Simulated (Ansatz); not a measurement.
**Ruthenium, hcp under PBE: testing the cold (Marzari-Vanderbilt) smearing**

Aim: find which cold (Marzari-Vanderbilt) smearing width is enough for energy and pressure. The geometry was relaxed under PBE beforehand and stays fixed; 7 values are run, from 0.01 to 1.0 eV. Wanted are the values from which on the energy stays within 10 and 1 meV/atom, and the pressure within 0.5 GPa, of the narrowest run. Within the series other settings stay, but some runs also write fields, which adds to their time. Spin polarisation is left out.

Method: DFT PBE, plane waves with PAW, scalar-relativistic, in Ansatz 0.2.0.

**1. The system as given**

It takes space group P6_3/mmc (No. 194, hexagonal). Conventional cell: a = 2.724 Å, b = 2.724 Å, c = 4.289 Å, α = 90.00°, β = 90.00°, γ = 120.00°. Ru (site symmetry -6m2) has 12 Ru at 2.66 to 2.72 Å as nearest neighbours.

Structure file:

```cif
data_structure
_symmetry_space_group_name_H-M 'P6_3/mmc'
_symmetry_Int_Tables_number 194
_cell_length_a 2.7236
_cell_length_b 2.7236
_cell_length_c 4.2891
_cell_angle_alpha 90.000
_cell_angle_beta 90.000
_cell_angle_gamma 120.000
_cell_volume 27.55
loop_
_atom_site_label
_atom_site_type_symbol
_atom_site_symmetry_multiplicity
_atom_site_Wyckoff_symbol
_atom_site_fract_x
_atom_site_fract_y
_atom_site_fract_z
_atom_site_occupancy
Ru1 Ru 2 c 0.33333 0.66667 0.25000 1
```

**2. Run at 0.01 eV**

The run at 0.01 eV.

File input.yaml:

```yaml
crystal:
  lattice:
    - [2.7235595794, 0.0, 0.0]
    - [-1.3617797897, 2.3586717845, 0.0]
    - [0.0, 0.0, 4.2890849607]
  atoms:
    - { symbol: Ru, position: [0.3333333333, 0.6666666667, 0.25] }
    - { symbol: Ru, position: [0.6666666667, 0.3333333333, 0.75] }
hamiltonian:
  xc: pbe
  pseudopotentials:
    kind: paw
    azcp:
      Ru: "pseudopotentials/Ru.paw.azcp"
basis:
  ecutwfc: 420
  fft_grid_basis: typed
kpoints:
  mp_grid: { grid: [13, 13, 7], shift: [0, 0, 0] }
magnetization:
  spin_polarized: false
scf:
  occupations: { method: cold, width: 0.01 }
  lower_state_search: "off"
output:
  stress: true
```

On the command line:

```sh
> ansatz run input.yaml --threads 1 --pin off --max-ram 3584MiB --backend cpu --events-out ev --progress --plain --runs-dir out
```

Standard output, shortened:

```text
[...]
Pseudopotentials: kind: paw
Pseudopotential: Ru, paw, valence charge 16, recommended cutoff 420 eV (normal), <dir>
Functional definition: PBE
[...]
Crystal: 2 atoms, lattice volume = 27.553 Å³
Basis set: ecut = 420 eV, 537 PW (Γ)
Bands: 20, of which v1, the nominal top of the filled ones, is band 16 counted from 1 (15 counted from 0)
Symmetry: 24 space group operations
Space group: P63/mmc (ITA 194), of the structure as read, at distance tolerance 3.0e-5 Å
k-points: 84 of 1183
[...]
SCF iter   1: F=—  HF=-11757.366642 eV  |F-HF|=—  |Δ(HF+E_count)|=         —  Δρ=6.44e-3  dr2=2.57e-3  ethr=1.77e-3  ⟨swp⟩=5.7  Hψ=6769  notcnv=0
[...]
SCF iter   6: F=-11757.370177 eV  HF=-11757.370177 eV  |F-HF|=2.73e-10  |Δ(HF+E_count)|=   3.88e-8  S|Δr|=    0.00e0  Δρ=3.46e-6  dr2=7.58e-10  ethr=3.13e-10  ⟨swp⟩=4.0  Hψ=5389  notcnv=0
[...]
SCF converged after 6 iterations
Stability not checked: this state was not tested for a lower state beside it, because cold or Methfessel-Paxton smearing, or corrected tetrahedra, fill the levels in a way that the test cannot read (fill_not_monotonic; see scf.lower_state_search)
Free energy (F): -11757.370177 eV
[...]
E sigma→0 (E₀):  -11757.370187 eV
Entropy (-TS):   0.000029 eV (0.015 meV/atom)
Fermi energy:    23.138401 eV
[...]
--- Stress (GPa, compression-positive) ---
       -0.462264       0.000000      -0.000000
        0.000000      -0.462264       0.000000
       -0.000000       0.000000       0.150075
  P = ⅓ Tr σ = -0.2582 GPa (-2.582 kbar)
```

Wall time 2.6 s (1 thread of Intel Xeon Platinum 8259CL at 2.50GHz (Skylake/Cascade Lake), shared host); peak memory 0.5 GiB.

**3. Run at 0.03 eV**

The run at 0.03 eV.

input.yaml: that of step 2 with these lines changed.

```diff
@@ -22,3 +22,3 @@
 scf:
-  occupations: { method: cold, width: 0.01 }
+  occupations: { method: cold, width: 0.03 }
   lower_state_search: "off"
```

On the command line:

```sh
> ansatz run input.yaml --threads 1 --pin off --max-ram 3584MiB --backend cpu --events-out ev --progress --plain --runs-dir out
```

Standard output, shortened:

```text
[...]
[... 3 set-up lines as earlier in the session ...]
[...]
Crystal: 2 atoms, lattice volume = 27.553 Å³
Basis set: ecut = 420 eV, 537 PW (Γ)
Bands: 20, of which v1, the nominal top of the filled ones, is band 16 counted from 1 (15 counted from 0)
[... 2 set-up lines as earlier in the session ...]
k-points: 84 of 1183
[...]
SCF iter   1: F=—  HF=-11757.366613 eV  |F-HF|=—  |Δ(HF+E_count)|=         —  Δρ=6.46e-3  dr2=2.62e-3  ethr=1.77e-3  ⟨swp⟩=5.2  Hψ=6676  notcnv=0
[...]
SCF iter   5: F=-11757.370130 eV  HF=-11757.370130 eV  |F-HF|=2.45e-8  |Δ(HF+E_count)|=   3.48e-8  S|Δr|=    0.00e0  Δρ=2.42e-5  dr2=3.65e-8  ethr=3.13e-10  ⟨swp⟩=4.0  Hψ=5422  notcnv=0
[...]
SCF converged after 5 iterations
Stability not checked: this state was not tested for a lower state beside it, because cold or Methfessel-Paxton smearing, or corrected tetrahedra, fill the levels in a way that the test cannot read (fill_not_monotonic; see scf.lower_state_search)
Free energy (F): -11757.370130 eV
[...]
E sigma→0 (E₀):  -11757.370137 eV
Entropy (-TS):   0.000021 eV (0.010 meV/atom)
Fermi energy:    23.147514 eV
[...]
--- Stress (GPa, compression-positive) ---
       -0.405743       0.000000      -0.000000
        0.000000      -0.405743       0.000000
       -0.000000       0.000000       0.062896
  P = ⅓ Tr σ = -0.2495 GPa (-2.495 kbar)
```

Wall time 2.7 s (1 thread of Intel Xeon Platinum 8259CL at 2.50GHz (Skylake/Cascade Lake), shared host); peak memory 0.49 GiB.

**4. Run at 0.1 eV**

The run at 0.1 eV.

input.yaml: that of step 3 with these lines changed.

```diff
@@ -22,3 +22,3 @@
 scf:
-  occupations: { method: cold, width: 0.03 }
+  occupations: { method: cold, width: 0.1 }
   lower_state_search: "off"
```

On the command line:

```sh
> ansatz run input.yaml --threads 1 --pin off --max-ram 3584MiB --backend cpu --events-out ev --progress --plain --runs-dir out
```

Standard output, shortened:

```text
[...]
[... 3 set-up lines as earlier in the session ...]
[...]
Crystal: 2 atoms, lattice volume = 27.553 Å³
Basis set: ecut = 420 eV, 537 PW (Γ)
Bands: 20, of which v1, the nominal top of the filled ones, is band 16 counted from 1 (15 counted from 0)
[... 2 set-up lines as earlier in the session ...]
k-points: 84 of 1183
[...]
SCF iter   1: F=—  HF=-11757.366218 eV  |F-HF|=—  |Δ(HF+E_count)|=         —  Δρ=6.41e-3  dr2=2.51e-3  ethr=1.77e-3  ⟨swp⟩=5.0  Hψ=6493  notcnv=0
[...]
SCF iter   6: F=-11757.369768 eV  HF=-11757.369768 eV  |F-HF|=5.78e-10  |Δ(HF+E_count)|=   3.44e-8  S|Δr|=    0.00e0  Δρ=2.66e-6  dr2=1.36e-9  ethr=3.13e-10  ⟨swp⟩=4.0  Hψ=5399  notcnv=0
[...]
SCF converged after 6 iterations
Stability not checked: this state was not tested for a lower state beside it, because cold or Methfessel-Paxton smearing, or corrected tetrahedra, fill the levels in a way that the test cannot read (fill_not_monotonic; see scf.lower_state_search)
Free energy (F): -11757.369768 eV
[...]
E sigma→0 (E₀):  -11757.370269 eV
Entropy (-TS):   0.001502 eV (0.751 meV/atom)
Fermi energy:    23.152428 eV
[...]
--- Stress (GPa, compression-positive) ---
       -0.457151       0.000000      -0.000000
        0.000000      -0.457151       0.000000
       -0.000000       0.000000       0.083379
  P = ⅓ Tr σ = -0.2770 GPa (-2.770 kbar)
```

Run time: 2.7 s. Hardware: 1 thread of Intel Xeon Platinum 8259CL at 2.50GHz (Skylake/Cascade Lake), shared host; peak memory 0.51 GiB.

**5. Run at 0.2 eV**

The run at 0.2 eV.

input.yaml: that of step 4 with these lines changed.

```diff
@@ -22,3 +22,3 @@
 scf:
-  occupations: { method: cold, width: 0.1 }
+  occupations: { method: cold, width: 0.2 }
   lower_state_search: "off"
```

On the command line:

```sh
> ansatz run input.yaml --threads 1 --pin off --max-ram 3584MiB --backend cpu --events-out ev --progress --plain --runs-dir out
```

Standard output, shortened:

```text
[...]
[... 3 set-up lines as earlier in the session ...]
[...]
Crystal: 2 atoms, lattice volume = 27.553 Å³
Basis set: ecut = 420 eV, 537 PW (Γ)
Bands: 20, of which v1, the nominal top of the filled ones, is band 16 counted from 1 (15 counted from 0)
[... 2 set-up lines as earlier in the session ...]
k-points: 84 of 1183
[...]
SCF iter   1: F=—  HF=-11757.366345 eV  |F-HF|=—  |Δ(HF+E_count)|=         —  Δρ=6.31e-3  dr2=2.34e-3  ethr=1.77e-3  ⟨swp⟩=4.9  Hψ=6540  notcnv=0
[...]
SCF iter   5: F=-11757.369774 eV  HF=-11757.369774 eV  |F-HF|=1.22e-8  |Δ(HF+E_count)|=   8.93e-7  S|Δr|=    0.00e0  Δρ=2.59e-5  dr2=4.47e-8  ethr=3.13e-10  ⟨swp⟩=3.0  Hψ=7636  notcnv=0
[...]
SCF converged after 5 iterations
Stability not checked: this state was not tested for a lower state beside it, because cold or Methfessel-Paxton smearing, or corrected tetrahedra, fill the levels in a way that the test cannot read (fill_not_monotonic; see scf.lower_state_search)
Free energy (F): -11757.369774 eV
[...]
E sigma→0 (E₀):  -11757.368650 eV
Entropy (-TS):   -0.003373 eV (-1.687 meV/atom)
Fermi energy:    23.148810 eV
[...]
--- Stress (GPa, compression-positive) ---
       -0.270910       0.000000      -0.000000
        0.000000      -0.270910       0.000000
       -0.000000       0.000000      -0.072850
  P = ⅓ Tr σ = -0.2049 GPa (-2.049 kbar)
```

Run time: 2.8 s. Hardware: 1 thread of Intel Xeon Platinum 8259CL at 2.50GHz (Skylake/Cascade Lake), shared host; peak memory 0.5 GiB.

**6. Run at 0.3 eV**

The run at 0.3 eV.

input.yaml: that of step 5 with these lines changed.

```diff
@@ -22,3 +22,3 @@
 scf:
-  occupations: { method: cold, width: 0.2 }
+  occupations: { method: cold, width: 0.3 }
   lower_state_search: "off"
@@ -26 +26,5 @@
   stress: true
+  write_density: true
+  write_potential: true
+  elf: true
+  volumetric_format: npy
```

On the command line:

```sh
> ansatz run input.yaml --threads 1 --pin off --max-ram 3584MiB --backend cpu --events-out ev --progress --plain --runs-dir out
```

Standard output, shortened:

```text
[...]
[... 3 set-up lines as earlier in the session ...]
[...]
Crystal: 2 atoms, lattice volume = 27.553 Å³
Basis set: ecut = 420 eV, 537 PW (Γ)
Bands: 20, of which v1, the nominal top of the filled ones, is band 16 counted from 1 (15 counted from 0)
[... 2 set-up lines as earlier in the session ...]
k-points: 84 of 1183
[...]
SCF iter   1: F=—  HF=-11757.368361 eV  |F-HF|=—  |Δ(HF+E_count)|=         —  Δρ=6.32e-3  dr2=2.27e-3  ethr=1.77e-3  ⟨swp⟩=4.8  Hψ=6620  notcnv=0
[...]
SCF iter   5: F=-11757.371706 eV  HF=-11757.371706 eV  |F-HF|=1.41e-7  |Δ(HF+E_count)|=   1.05e-6  S|Δr|=    0.00e0  Δρ=3.97e-5  dr2=5.20e-8  ethr=3.13e-10  ⟨swp⟩=6.3  Hψ=11182  notcnv=0
[...]
SCF converged after 5 iterations
Stability not checked: this state was not tested for a lower state beside it, because cold or Methfessel-Paxton smearing, or corrected tetrahedra, fill the levels in a way that the test cannot read (fill_not_monotonic; see scf.lower_state_search)
Free energy (F): -11757.371706 eV
[...]
E sigma→0 (E₀):  -11757.369940 eV
Entropy (-TS):   -0.005300 eV (-2.650 meV/atom)
Fermi energy:    23.140869 eV
[...]
--- Stress (GPa, compression-positive) ---
       -0.252316       0.000000      -0.000000
        0.000000      -0.252316       0.000000
       -0.000000       0.000000      -0.048892
  P = ⅓ Tr σ = -0.1845 GPa (-1.845 kbar)
--- Band table (eV; the first three rows and the last of 84) ---
  k-point 0: bands = ["-50.0039", "-49.8073", "-20.4703", "-19.5819", "-19.5819", "-19.4148", "-19.4148", "-19.3662", "15.2064", "17.0100", "20.5562", "20.5562", "20.7796", "21.2326", "21.2326", "21.7078", "21.7078", "24.2624", "24.2624", "24.4374"]
[...]
```

Wall time 3.9 s (1 thread of Intel Xeon Platinum 8259CL at 2.50GHz (Skylake/Cascade Lake), shared host); peak memory 0.5 GiB.

**7. Run at 0.6 eV**

The run at 0.6 eV.

input.yaml: that of step 6 with these lines changed.

```diff
@@ -22,3 +22,3 @@
 scf:
-  occupations: { method: cold, width: 0.3 }
+  occupations: { method: cold, width: 0.6 }
   lower_state_search: "off"
```

On the command line:

```sh
> ansatz run input.yaml --threads 1 --pin off --max-ram 3584MiB --backend cpu --events-out ev --progress --plain --runs-dir out
```

Standard output, shortened:

```text
band count auto-derived: 21 (N_el = 32.0; filled up to band 16; 20 by the electrons, moments and atoms)
[...]
[... 3 set-up lines as earlier in the session ...]
[...]
Crystal: 2 atoms, lattice volume = 27.553 Å³
Basis set: ecut = 420 eV, 537 PW (Γ)
Bands: 21, of which v1, the nominal top of the filled ones, is band 16 counted from 1 (15 counted from 0)
[... 2 set-up lines as earlier in the session ...]
k-points: 84 of 1183
[...]
SCF iter   1: F=—  HF=-11757.364964 eV  |F-HF|=—  |Δ(HF+E_count)|=         —  Δρ=6.42e-3  dr2=2.33e-3  ethr=1.77e-3  ⟨swp⟩=4.8  Hψ=6873  notcnv=0
[...]
SCF iter   5: F=-11757.368403 eV  HF=-11757.368403 eV  |F-HF|=7.59e-9  |Δ(HF+E_count)|=   9.98e-7  S|Δr|=    0.00e0  Δρ=2.52e-5  dr2=5.11e-8  ethr=3.13e-10  ⟨swp⟩=6.0  Hψ=11424  notcnv=0
[...]
SCF converged after 5 iterations
Stability not checked: this state was not tested for a lower state beside it, because cold or Methfessel-Paxton smearing, or corrected tetrahedra, fill the levels in a way that the test cannot read (fill_not_monotonic; see scf.lower_state_search)
Free energy (F): -11757.368403 eV
[...]
E sigma→0 (E₀):  -11757.379641 eV
Entropy (-TS):   0.033714 eV (16.857 meV/atom)
Fermi energy:    23.104437 eV
[...]
--- Stress (GPa, compression-positive) ---
       -0.623720       0.000000      -0.000000
        0.000000      -0.623720       0.000000
       -0.000000       0.000000       0.025165
  P = ⅓ Tr σ = -0.4074 GPa (-4.074 kbar)
--- Band table (eV; the first three rows and the last of 84) ---
  k-point 0: bands = ["-50.0045", "-49.8078", "-20.4725", "-19.5817", "-19.5817", "-19.4146", "-19.4146", "-19.3683", "15.2064", "17.0106", "20.5575", "20.5575", "20.7786", "21.2340", "21.2340", "21.7061", "21.7061", "24.2610", "24.2610", "24.4360", "33.3011"]
[...]
```

Run time: 4.4 s. Hardware: 1 thread of Intel Xeon Platinum 8259CL at 2.50GHz (Skylake/Cascade Lake), shared host; peak memory 0.51 GiB.

**8. Run at 1.0 eV**

The run at 1.0 eV.

input.yaml: that of step 7 with these lines changed.

```diff
@@ -22,3 +22,3 @@
 scf:
-  occupations: { method: cold, width: 0.6 }
+  occupations: { method: cold, width: 1.0 }
   lower_state_search: "off"
@@ -26,5 +26 @@
   stress: true
-  write_density: true
-  write_potential: true
-  elf: true
-  volumetric_format: npy
```

On the command line:

```sh
> ansatz run input.yaml --threads 1 --pin off --max-ram 3584MiB --backend cpu --events-out ev --progress --plain --runs-dir out
```

Standard output, shortened:

```text
band count auto-derived: 21 (N_el = 32.0; filled up to band 16; 20 by the electrons, moments and atoms)
[...]
[... 3 set-up lines as earlier in the session ...]
[...]
Crystal: 2 atoms, lattice volume = 27.553 Å³
Basis set: ecut = 420 eV, 537 PW (Γ)
Bands: 21, of which v1, the nominal top of the filled ones, is band 16 counted from 1 (15 counted from 0)
[... 2 set-up lines as earlier in the session ...]
k-points: 84 of 1183
[...]
SCF iter   1: F=—  HF=-11757.308847 eV  |F-HF|=—  |Δ(HF+E_count)|=         —  Δρ=6.63e-3  dr2=2.64e-3  ethr=1.77e-3  ⟨swp⟩=4.8  Hψ=6984  notcnv=0
[...]
SCF iter   5: F=-11757.312075 eV  HF=-11757.312075 eV  |F-HF|=6.42e-8  |Δ(HF+E_count)|=   1.34e-6  S|Δr|=    0.00e0  Δρ=2.56e-5  dr2=2.26e-8  ethr=3.13e-10  ⟨swp⟩=3.0  Hψ=7133  notcnv=0
[...]
SCF converged after 5 iterations
Stability not checked: this state was not tested for a lower state beside it, because cold or Methfessel-Paxton smearing, or corrected tetrahedra, fill the levels in a way that the test cannot read (fill_not_monotonic; see scf.lower_state_search)
Free energy (F): -11757.312075 eV
[...]
E sigma→0 (E₀):  -11757.385960 eV
Entropy (-TS):   0.221655 eV (110.828 meV/atom)
Fermi energy:    23.044113 eV
[...]
--- Stress (GPa, compression-positive) ---
       -1.943653       0.000000      -0.000000
        0.000000      -1.943653       0.000000
       -0.000000       0.000000      -0.230627
  P = ⅓ Tr σ = -1.3726 GPa (-13.726 kbar)
```

It took 3.5 s on 1 thread of Intel Xeon Platinum 8259CL at 2.50GHz (Skylake/Cascade Lake), shared host; peak memory 0.5 GiB.

**9. Convergence table**

Energies count from the run at 0.01 eV.

```
smearing (eV)  F (meV/atom)  E(σ → 0) (meV/atom)  P (GPa)  SCF cycles  CPU time
         0.01          0.00                 0.00    -0.26           6     2.6 s
         0.03          0.02                 0.02    -0.25           5     2.7 s
          0.1          0.20                -0.04    -0.28           6     2.7 s
          0.2          0.20                 0.77    -0.20           5     2.7 s
          0.3         -0.76                 0.12    -0.18           5     3.8 s
          0.6          0.89                -4.73    -0.41           5     4.4 s
          1.0         29.05                -7.89    -1.37           5     3.5 s
```

**10. Outcome**

| quantity | value |
| --- | --- |
| E(σ → 0) stays within 10 meV/atom of 0.01 eV | up to 1.0 eV |
| E(σ → 0) stays within 1 meV/atom | up to 0.3 eV |
| pressure stays within 0.5 GPa | up to 0.6 eV |
| pressure at 0.01 eV | -0.26 GPa |
| energy of a separate run on a finer mesh (22×22×12) | -4.3 meV/atom from 0.01 eV |

What this shows: The far end, 1.0 eV, lies -7.9 meV/atom and -1.1 GPa from the yardstick. The free energy F moves by +29.1 meV/atom over the range, and the estimate for σ → 0 by -7.9. This scheme cancels the term in the square of the width, so F moves little up to 0.2 eV. The mesh (13×13×7) is fixed, so the narrowest widths carry a k-point error of their own. The yardstick itself is unsettled by 4.3 meV/atom against the finer mesh, so the thresholds above hold only within this series, and wider smearing, which averages over more states, can land nearer the fine-mesh value than the narrowest does.
